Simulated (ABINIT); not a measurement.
The system is ZrB2.

```
Zr B
1.0
     3.17000    0.00000    0.00000
    -1.58500    2.74530    0.00000
     0.00000    0.00000    3.53300
Zr B
1 2
Direct
  0.00000 0.00000 0.00000
  0.66667 0.33333 0.50000
  0.33333 0.66667 0.50000
```

Base run:

| Property | Result |
| --- | --- |
| Program | ABINIT 10.8.3 (patched build) |
| Functional | PBE |
| Potentials or basis | JTH PAW PBE v2.0 |
| Cutoff | 463 eV |
| k mesh | 13 × 13 × 10 |
| Occupations | fermi-dirac, width 0.05 eV |
| Spin | no spin polarisation |

Its results: band gap on the k mesh none (metal or under the smearing width); pressure 0.6 GPa.

**Question.** The run is repeated on the same cell with these changes: functional from PBE to LDA; potentials or basis from JTH PAW PBE v2.0 to JTH PAW LDA v2.0. What comes out?

**Answer.** Band gap on the k mesh none (metal or under the smearing width); pressure -9.0 GPa.
